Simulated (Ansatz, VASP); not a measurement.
# Two plane-wave programs on Ga

```
Ga
1.0
     2.71648   -0.05433    0.00000
    -0.05433    2.71648    0.00000
     0.00000    0.00000    2.71648
Ga
1
Cartesian
  0.0000 0.0000 0.0000
```

Change from the starting cell: strain = -0.04.

Alike in both runs: task single point; functional PBE; k mesh 10 × 10 × 10; occupations fermi-dirac, width 0.05 eV; no spin polarisation.

|  | VASP | Ansatz |
| --- | --- | --- |
| version | VASP 6.6.1 | Ansatz 0.2.0 |
| potentials or method | VASP PAW PBE potentials, release 64 (Ga_d) | Ansatz PAW |
| plane-wave cutoff (eV) | 520 | 420 |
| valence electrons in the cell | 13 | 13 |

```tsv
	VASP	Ansatz	Ansatz less VASP
gap on the k mesh at the Fermi level (eV)	none	none	-
pressure (GPa)	0.4	0.3	-0.07
largest component of the traceless stress (GPa)	0.88	0.88	+0.001
```

A gap of «none» marks a metal or a gap that the smearing closes.
